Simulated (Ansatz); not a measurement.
## BeO: response to strain

Base system: BeO in the wurtzite structure (space group P6_3mc, No. 186).

```xyz
4
Lattice="2.7118 0.0000 0.0000 -1.3559 2.3485 0.0000 0.0000 0.0000 4.4046" Properties=species:S:1:pos:R:3 pbc="T T T"
Be     1.3559     0.7828     0.0066
Be     0.0000     1.5657     2.2088
O      1.3559     0.7828     2.7472
O      0.0000     1.5657     0.5449
```

Cartesian axes are those of the cell as printed.

Strains are applied to the cell and any free atomic positions relax; under biaxial strain the out-of-plane vector relaxes too.

Level of theory: plane-wave PAW DFT at the PBE level (Ansatz, a first-principles code, 420 eV), without spin-orbit coupling.

Notes on the quantities. pressure: mean of the normal stresses, compression positive.

```tsv
change	pressure	electron mass	band gap	shortest interatomic distance
base	0.00 GPa	0.53 mₑ along c, 0.60 mₑ across (at Γ)	7.45 eV	3.129 bohr
biaxial strain −4.28 %, plane normal [001], relaxed out of plane	17.78 GPa	0.45 mₑ out of plane, 0.77 mₑ in plane (at Γ)	7.89 eV	3.033 bohr
biaxial strain −4.22 %, plane normal [001], relaxed out of plane	17.48 GPa	0.45 mₑ out of plane, 0.77 mₑ in plane (at Γ)	7.89 eV	3.035 bohr
biaxial strain −0.22 %, plane normal [001], relaxed out of plane	0.76 GPa	0.53 mₑ out of plane, 0.61 mₑ in plane (at Γ)	7.50 eV	3.124 bohr
biaxial strain −0.14 %, plane normal [001], relaxed out of plane	0.48 GPa	0.53 mₑ out of plane, 0.61 mₑ in plane (at Γ)	7.48 eV	3.125 bohr
biaxial strain +0.56 %, plane normal [001], relaxed out of plane	?	?	?	?
isotropic strain −1.29 %	8.76 GPa	0.55 mₑ along c, 0.64 mₑ across (at Γ)	7.86 eV	3.088 bohr
uniaxial strain ε_yy = −1.43 %	3.10 GPa	0.53 mₑ along z, 0.62 mₑ across (at Γ)	7.57 eV	3.102 bohr
tensor shear ε_yz = −2.55 %	0.15 GPa	–	7.30 eV	3.101 bohr
tensor shear ε_xz = −1.34 %	0.04 GPa	0.53 mₑ along z, 0.60 mₑ across (at Γ)	7.38 eV	3.114 bohr
```

Complete the table.


- biaxial strain +0.56 %, plane normal [001], relaxed out of plane, pressure: -1.87 GPa
- biaxial strain +0.56 %, plane normal [001], relaxed out of plane, electron mass: 0.54 mₑ out of plane, 0.59 mₑ in plane (at Γ)
- biaxial strain +0.56 %, plane normal [001], relaxed out of plane, band gap: 7.34 eV
- biaxial strain +0.56 %, plane normal [001], relaxed out of plane, shortest interatomic distance: 3.142 bohr

Masses are band curvatures over ±0.01 Å⁻¹ around the edge. Whether these cells are dynamically stable was not tested.
